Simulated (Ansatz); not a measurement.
## Lu, one cell by several methods

```yaml
crystal:
  lattice:
    - [0.00000, 2.43690, 2.43690]
    - [2.43690, 0.00000, 2.43690]
    - [2.43690, 2.43690, 0.00000]
  atoms:
    - { symbol: Lu, position: [0.00000, 0.00000, 0.00000] }
```

The structure comes from a relaxation in the same program, started in the fcc type, and has space group Fm-3m. Whether it is a known phase or the ground state wasn't checked.

Spin–orbit coupling is left out, though it moves levels of the heavy atoms by tenths of an eV or more.

Levels of theory: DFT, PBE, PAW with Ansatz's default frozen-core files, scalar-relativistic (Ansatz 0.2.0); DFT, PBE, all-electron PAW with datasets made for the crystal, scalar-relativistic (Ansatz 0.2.0); DFT, PBE, all-electron LAPW, scalar-relativistic (Ansatz 0.2.0).

For PAW: a Γ-centred 15×15×15 k mesh, Fermi–Dirac smearing of 0.05 eV, cutoff 420 eV, no spin polarisation. The crystal-made all-electron datasets (AE datasets) take a cutoff of 340 eV at this cell. LAPW targets a basis error of 0.25 meV/atom. The Ansatz runs share mesh, smearing and spin set-up. Plane-wave (PAW) pressures include the program's estimate of the Pulay term.

Stress and pressure are positive in compression.

Levels count from the Fermi level.

| quantity | PAW | AE datasets | LAPW |
| --- | --- | --- | --- |
| pressure (GPa) | 0.00 | 0.00 | 0.00 |
| highest filled level at X (eV) | -0.822 | -0.822 | -0.822 |
| lowest empty level at X (eV) | 1.930 | 1.930 | 1.930 |
| highest filled level at W (eV) | -0.796 | -0.796 | -0.796 |
| lowest empty level at W (eV) | 0.283 | 0.283 | 0.283 |

PAW's pressure differs from the LAPW value by about 0.01 GPa or less.
